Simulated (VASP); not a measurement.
# ZrSe2 (P-3m1) in VASP: a series of runs

The runs below take ZrSe2 through relaxation of cell and atoms, with PBE+D3(BJ).

All numbers are computed with VASP 6.6.1; they aren't measurements. Logs are shortened: lines on timing, memory, paths and dates and some standing lists are left out, and cuts for length are marked.

## 1. Starting point

Symmetry: P-3m1, No. 164, trigonal system. Conventional cell: a = 3.798 Å, b = 3.798 Å, c = 6.192 Å, α = 90.00°, β = 90.00°, γ = 120.00°. Around Zr (site symmetry -3m) lie 6 Se at 2.68 Å. Around Se (site symmetry 3m) lie 3 Zr at 2.68 Å.

## 2. Relaxation of cell and atoms, PBE+D3(BJ)

The input, INCAR:

```
SYSTEM = ZrSe2
ALGO = Normal
EDIFF = 1E-6
EDIFFG = -0.01
ENCUT = 600
GGA = PE
IBRION = 2
ISIF = 3
ISMEAR = 0
IVDW = 12
LASPH = .TRUE.
LCHARG = .FALSE.
LREAL = .FALSE.
LWAVE = .FALSE.
NELM = 80
NSW = 90
PREC = Accurate
SIGMA = 0.03
```

The input, KPOINTS:

```
k-points
0
G
  9 9 5
  0 0 0
```

The input, POSCAR:

```
ZrSe2
1.0
    3.7980000000      0.0000000000      0.0000000000
   -1.8990000000      3.2891644800      0.0000000000
    0.0000000000      0.0000000000      6.1920000000
Zr Se
1 2
Direct
    0.0000000000      0.0000000000      0.0000000000
    0.3333333300      0.6666666700      0.2500000000
    0.6666666700      0.3333333300      0.7500000000
```

Potentials or basis: VASP PAW PBE potentials, release 64 (Zr_sv, Se).

On the command line:

```
$ cat potpaw_PBE.64/Zr_sv/POTCAR potpaw_PBE.64/Se/POTCAR > POTCAR
$ mpirun -np 1 vasp_std > vasp.out
```

OUTCAR:

```text
SYSTEM = ZrSe2
   EDIFF = 1E-6
   EDIFFG = -0.01
   ENCUT = 600
   GGA = PE
   IBRION = 2
   ISIF = 3
   ISMEAR = 0
   IVDW = 12
   LASPH = .TRUE.
   LREAL = .FALSE.
   NELM = 80
   NSW = 90
   PREC = Accurate
 IVDW          = 12

 ion  position               nearest neighbor table
   1  0.000  0.000  0.000-   2 2.68   3 2.68   2 2.68   3 2.68   3 2.68   2 2.68
   2  0.333  0.667  0.250-   1 2.68   1 2.68   1 2.68
   3  0.667  0.333  0.750-   1 2.68   1 2.68   1 2.68

  LATTYP: Found a hexagonal cell.
 ALAT       =     3.7980000000
 C/A-ratio  =     1.6303317536

  Lattice vectors:

 A1 = (   3.7980000000,   0.0000000000,   0.0000000000)
 A2 = (  -1.8990000000,   3.2891644800,   0.0000000000)
 A3 = (   0.0000000000,   0.0000000000,   6.1920000000)

Analysis of symmetry for initial positions (statically):
=====================================================================
 Subroutine PRICEL returns:
 Original cell was already a primitive cell.

 Routine SETGRP: Setting up the symmetry group for a
 hexagonal supercell.

 Subroutine GETGRP returns: Found 12 space group operations
 (whereof 12 operations were pure point group operations)
 out of a pool of 24 trial point group operations.

The static configuration has the point symmetry D_3d.

Analysis of symmetry for dynamics (positions and initial velocities):
=====================================================================
 Subroutine PRICEL returns:
 Original cell was already a primitive cell.

 Routine SETGRP: Setting up the symmetry group for a
 hexagonal supercell.

 Subroutine GETGRP returns: Found 12 space group operations
 (whereof 12 operations were pure point group operations)
 out of a pool of 24 trial point group operations.

The dynamic configuration has the point symmetry D_3d.

 Subroutine INISYM returns: Found 12 space group operations
 (whereof 12 operations are pure point group operations),
 and found     1 'primitive' translations

----------------------------------------------------------------------------------------

                                     Primitive cell

  volume of cell :      77.3520

  direct lattice vectors                    reciprocal lattice vectors
     3.798000000  0.000000000  0.000000000     0.263296472  0.152014289  0.000000000
    -1.899000000  3.289164480  0.000000000     0.000000000  0.304028578  0.000000000
     0.000000000  0.000000000  6.192000000     0.000000000  0.000000000  0.161498708

  length of vectors
     3.798000000  3.797999997  6.192000000     0.304028578  0.304028578  0.161498708

  position of ions in fractional coordinates (direct lattice)
     0.000000000  0.000000000  0.000000000
     0.333333330  0.666666670  0.250000000
     0.666666670  0.333333330  0.750000000

  ion indices of the primitive-cell ions
   primitive index   ion index
                 1           1
                 2           2
                 3           3

----------------------------------------------------------------------------------------

 KPOINTS: k-points

Automatic generation of k-mesh.
 Grid dimensions read from file:
 generate k-points for:    9    9    5

 Generating k-lattice:

  Cartesian coordinates                     Fractional coordinates (reciprocal lattice)
     0.029255164  0.016890477  0.000000000     0.111111111 -0.000000000  0.000000000
     0.000000000  0.033780953  0.000000000     0.000000000  0.111111111  0.000000000
     0.000000000  0.000000000  0.032299742     0.000000000  0.000000000  0.200000000

  Length of vectors
     0.033780953  0.033780953  0.032299742

  Shift w.r.t. Gamma in fractional coordinates (k-lattice)
     0.000000000  0.000000000  0.000000000

 Subroutine IBZKPT returns following result:
 ===========================================

 Found     50 irreducible k-points:

 Following reciprocal coordinates:
            Coordinates               Weight
  0.000000  0.000000  0.000000      1.000000
  0.111111 -0.000000  0.000000      6.000000
  0.222222 -0.000000  0.000000      6.000000
  0.333333 -0.000000  0.000000      6.000000
  0.444444 -0.000000  0.000000      6.000000
  0.111111  0.111111  0.000000      6.000000
[... 16 lines left out ...]
  0.222222  0.111111  0.200000     12.000000
 -0.111111  0.333333  0.200000     12.000000
 [... further k-points ...]
   k-points           NKPTS =     50   k-points in BZ     NKDIM =     50   number of bands    NBANDS=     16
   number of dos      NEDOS =    301   number of ions     NIONS =      3
   total plane-waves  NPLWV =  45000
   dimension x,y,z NGX =    30 NGY =   30 NGZ =   50
   dimension x,y,z NGXF=    60 NGYF=   60 NGZF=  100
   ions per type =               1   2
   NGX,Y,Z   is equivalent  to a cutoff of  13.13, 13.13, 13.42 a.u.
   NGXF,Y,Z  is equivalent  to a cutoff of  26.26, 26.26, 26.85 a.u.
 SYSTEM =  ZrSe2
   PREC   = accura    normal or accurate (medium, high low for compatibility)
   ISTART =      0    job   : 0-new  1-cont  2-samecut
   ICHARG =      2    charge: 1-file 2-atom 10-const
   ISPIN  =      1    spin polarized calculation?
   LNONCOLLINEAR =      F non collinear calculations
   LSORBIT =      F    spin-orbit coupling
   LASPH  =      T    aspherical Exc in radial PAW
   ENCUT  =  600.0 eV  44.10 Ry    6.64 a.u.   7.59  7.59 12.37*2*pi/ulx,y,z
   NELM   =     80;   NELMIN=  2; NELMDL= -5     # of ELM steps
   EDIFF  = 0.1E-05   stopping-criterion for ELM
   LREAL  =      F    real-space projection
   EDIFFG = -.1E-01   stopping-criterion for IOM
   NSW    =     90    number of steps for IOM
   IBRION =      2    ionic relax: 0-MD 1-quasi-New 2-CG
   NFREE  =      1    steps in history (QN), initial steepest desc. (CG)
   ISIF   =      3    stress and relaxation
   ISYM   =      2    0-nonsym 1-usesym 2-fastsym
   POTIM  = 0.5000    time-step for ionic-motion
   TEBEG  =    0.0;   TEEND  =   0.0 temperature during run
   PSTRESS=    0.0 pullay stress
   NELECT =      24.0000    total number of electrons
   NUPDOWN=      -1.0000    fix difference up-down
   EMIN   =  10.00;   EMAX   =-10.00  energy-range for DOS
   EFERMI =   0.00;   METHOD = LEGACY
   ISMEAR =     0;   SIGMA  =   0.03  broadening in eV -4-tet -1-fermi 0-gaus
   EFERMI_NEDOS =   21; number of points for ismear=-14 and -15
   IALGO  =     38    algorithm
   IMIX   =      4    mixing-type and parameters
     AMIX     =   0.40;   BMIX     =  1.00
     AMIX_MAG =   1.60;   BMIX_MAG =  1.00
  volume/ion in A,a.u.               =      25.78       174.00
  Fermi-wavevector in a.u.,A,eV,Ry     =   1.108293  2.094371 16.712230  1.228314
  Thomas-Fermi vector in A             =   2.244819
   LORBIT       =      0    0 simple, 1 ext, 2 COOP (PROOUT), +10 PAW based schemes
   GGA     = PE    functional components
   LHFCALC =     F    Hartree Fock is set to
   AEXX    =    0.0000 exact exchange contribution
   IVDW    =    12    specifies the selected vdW correction
   LEPSILON=     F    determine dielectric tensor
   LRPA    =     F    only Hartree local field effects (RPA)
 conjugate gradient relaxation of ions
 non-spin polarized calculation
 Gauss-broadening in eV      SIGMA  =   0.03
  energy-cutoff  :      600.00
  volume of cell :       77.35
 maximum number of plane-waves:      2605
   NGX = 15   NGY = 15   NGZ = 25

--------------------------------------- Ionic step        1  -------------------------------------------

 number of electron      24.0000000 magnetization

 Free energy of the ion-electron system (eV)
  ---------------------------------------------------
  ext. energy  EPLUGINS =         0.00000000
  ---------------------------------------------------
  free energy    TOTEN  =       -19.56682688 eV

  energy without entropy =      -19.56682688  energy(sigma->0) =      -19.56682688

------------------------ aborting loop because EDIFF is reached ----------------------------------------

 Edisp (eV)   -1.14257

 E8    (eV) :    -0.5144

  FORCE on cell =-STRESS in cart. coord.  units (eV):
  Direction    XX          YY          ZZ          XY          YZ          ZX
  --------------------------------------------------------------------------------------
  -------------------------------------------------------------------------------------
  Total      -0.48961    -0.48961     0.32923     0.00000     0.00000     0.00000
  in kB     -10.14116   -10.14116     6.81922     0.00000     0.00000     0.00000
  external pressure =       -4.49 kB  Pullay stress =        0.00 kB
[... 100 lines left out ...]
  FREE ENERGIE OF THE ION-ELECTRON SYSTEM (eV)
  ---------------------------------------------------
  free  energy   TOTEN  =       -20.7294756378 eV

  energy  without entropy=      -20.7294756300  energy(sigma->0) =      -20.72947563

[... ionic steps 4 to 12 ...]

--------------------------------------- Ionic step       13  -------------------------------------------

 number of electron      23.9999999 magnetization

------------------------ aborting loop because EDIFF is reached ----------------------------------------

 Edisp (eV)   -1.21633

 E8    (eV) :    -0.5481
[... 71 lines left out ...]
  energy  without entropy=      -20.7428267526  energy(sigma->0) =      -20.74288565

--------------------------------------- Ionic step       15  -------------------------------------------

 number of electron      23.9999999 magnetization

 Free energy of the ion-electron system (eV)
  ---------------------------------------------------
  ext. energy  EPLUGINS =         0.00000000
  ---------------------------------------------------
  free energy    TOTEN  =       -19.52720284 eV

  energy without entropy =      -19.52710744  energy(sigma->0) =      -19.52715514

 E-fermi :   5.0378     XC(G=0):  -9.7871

 val. band max:        5.0250892992   @ k =   0.0000   0.0000   0.0000
 cond. band min:       5.0735578883   @ k =   0.0000   0.4444   0.4000
 fundamental gap:      0.0484685891
 Fermi energy:         5.0377750867

 k-point     1 :       0.0000    0.0000    0.0000
  band No.  band energies     occupation
      1     -44.5686      2.00000
      2     -22.6259      2.00000
      3     -22.5061      2.00000
      4     -22.5061      2.00000
      5      -8.5412      2.00000
      6      -7.1359      2.00000
[... 8 lines left out ...]
     15       6.2472      0.00000
     16       8.9665      0.00000
[... 420 lines left out ...]
  band No.  band energies     occupation
      1     -44.5592      2.00000
      2     -22.6336      2.00000
      3     -22.5938      2.00000
      4     -22.5427      2.00000
      5      -7.8199      2.00000
      6      -7.2185      2.00000
[... 8 lines left out ...]
     15       7.6971      0.00000
     16       8.5244      0.00000

 [... further k-points ...]

------------------------ aborting loop because EDIFF is reached ----------------------------------------

 Edisp (eV)   -1.21589

 E8    (eV) :    -0.5478

  FORCE on cell =-STRESS in cart. coord.  units (eV):
  Direction    XX          YY          ZZ          XY          YZ          ZX
  --------------------------------------------------------------------------------------
  -------------------------------------------------------------------------------------
  Total      -0.02278    -0.02278     0.01628     0.00000     0.00000     0.00000
  in kB      -0.49976    -0.49976     0.35721     0.00000     0.00000     0.00000
  external pressure =       -0.21 kB  Pullay stress =        0.00 kB
[... 18 lines left out ...]
  FREE ENERGIE OF THE ION-ELECTRON SYSTEM (eV)
  ---------------------------------------------------
  free  energy   TOTEN  =       -20.7430920432 eV

  energy  without entropy=      -20.7429966462  energy(sigma->0) =      -20.74304434

 reached required accuracy - stopping structural energy minimisation
```

It took 9.7 min on 1 thread of Intel Xeon Platinum 8488C (Sapphire Rapids), shared host; peak memory 0.26 GiB.

What came out:

* Free energy: -20.7431 eV
* Relaxed volume: 24.35 Å³/atom
* Relaxed cell: a = 3.740 Å, b = 3.740 Å, c = 6.028 Å, α = 90.00°, β = 90.00°, γ = 120.00°
* Space group after relaxing (to 0.05 Å): P-3m1 (No. 164)
* Energy gained by relaxing: 11.2 meV/atom
* Ionic steps: 15
* Pressure after relaxing: 0.0 GPa
* Band gap on the k mesh: 0.05 eV, indirect (least direct gap 0.93 eV)
* Dispersion energy per atom: -0.405 eV

Stress tensor (GPa, compression positive):
```
-0.05  0.00  0.00
 0.00 -0.05  0.00
 0.00  0.00  0.04
```

The path:
```tsv
step	energy change (eV)	largest force (eV/Å)	pressure (GPa)	volume (Å³)
1	0.0000	0.3158	-0.45	77.35
2	-0.0147	0.2208	-0.25	76.54
3	-0.0201	0.1203	-0.05	75.74
4	-0.0234	0.0781	-0.26	75.51
5	-0.0293	0.0460	-0.82	74.83
6	-0.0299	0.1058	-1.05	74.51
7	-0.0311	0.0914	-0.91	74.25
8	-0.0332	0.0494	-0.45	73.48
9	-0.0312	0.0362	0.54	71.94
10	-0.0335	0.0243	-0.19	73.08
11	-0.0335	0.0227	-0.19	73.05
12	-0.0334	0.0115	-0.05	72.85
13	-0.0335	0.0212	-0.15	73.02
14	-0.0335	0.0161	-0.12	73.02
15	-0.0337	0.0013	-0.02	73.04
```

Final structure:
```
Zr Se
1.0
     3.74035    0.00000    0.00000
    -1.87018    3.23924    0.00000
     0.00000    0.00000    6.02806
Zr Se
1 2
Direct
  0.00000 0.00000 0.00000
  0.33333 0.66667 0.26500
  0.66667 0.33333 0.73500
```

Caveat: an odd mesh through Γ misses points on the zone boundary, where band edges often lie.

## 3. Relaxation of cell and atoms, PBE+D3(BJ)

This run uses another cell than the first one, of 24.35 Å³/atom, 0.944 times its volume.

INCAR: that of step 2 with these lines changed.

```diff
@@ -2,4 +2,4 @@
 ALGO = Normal
-EDIFF = 1E-6
-EDIFFG = -0.01
+EDIFF = 1E-7
+EDIFFG = -0.005
 ENCUT = 600
```

KPOINTS is that of step 2.

The input, POSCAR:

```
ZrSe2                                   
1.0
    3.7403505999      0.0000000000      0.0000000000
   -1.8701752999      3.2392386352     -0.0000000000
    0.0000000000      0.0000000000      6.0280639465
  Zr              Se            
     1     2
Direct
     0.0000000000000000    0.0000000000000000    0.0000000000000000
     0.3333333300000021    0.6666666699999979    0.2649981273165645
     0.6666666699999979    0.3333333300000021    0.7350018726834354
```

Potentials or basis: VASP PAW PBE potentials, release 64 (Zr_sv, Se).

On the command line:

```
$ cat potpaw_PBE.64/Zr_sv/POTCAR potpaw_PBE.64/Se/POTCAR > POTCAR
$ mpirun -np 1 vasp_std > vasp.out
```

Wall time 2.7 min (1 thread of Intel Xeon Platinum 8488C (Sapphire Rapids), shared host); peak memory 0.25 GiB.

It converged, with:

| Item | Value |
| --- | --- |
| Free energy | -20.7426 eV |
| Relaxed volume | 24.34 Å³/atom |
| Relaxed cell | a = 3.739 Å, b = 3.739 Å, c = 6.032 Å, α = 90.00°, β = 90.00°, γ = 120.00° |
| Space group after relaxing (to 0.05 Å) | P-3m1 (No. 164) |
| Energy gained by relaxing | 0.0 meV/atom |
| Ionic steps | 5 |
| Pressure after relaxing | 0.0 GPa |
| Band gap on the k mesh | 0.05 eV, indirect (least direct gap 0.94 eV) |
| Dispersion energy per atom | -0.405 eV |

Forces on the atoms (eV/Å):
```
Zr   0.000  0.000  0.000
Se   0.000  0.000 -0.003
Se   0.000  0.000  0.003
```

Final structure:
```cif
data_structure
_symmetry_space_group_name_H-M 'P 1'
_symmetry_Int_Tables_number 1
_cell_length_a 3.7385
_cell_length_b 3.7385
_cell_length_c 6.0322
_cell_angle_alpha 90.000
_cell_angle_beta 90.000
_cell_angle_gamma 120.000
_cell_volume 73.01
loop_
_atom_site_label
_atom_site_type_symbol
_atom_site_fract_x
_atom_site_fract_y
_atom_site_fract_z
_atom_site_occupancy
Zr1 Zr 0.00000 0.00000 0.00000 1
Se1 Se 0.33333 0.66667 0.26500 1
Se2 Se 0.66667 0.33333 0.73500 1
```

Levels at points of the mesh, in eV from the valence-band top:
| k point | band 8 | band 9 | band 10 | band 11 | band 12 | band 13 | band 14 | band 15 | band 16 |
| --- | --- | --- | --- | --- | --- | --- | --- | --- | --- |
| (0.00, 0.00, 0.00) | -2.77 | -2.77 | -0.11 | -0.11 | 0.00 | 0.94 | 0.94 | 1.22 | 3.95 |

Caveat: an odd mesh through Γ misses points on the zone boundary, where band edges often lie. PBE gaps usually lie below the measured ones, often by a third to a half.
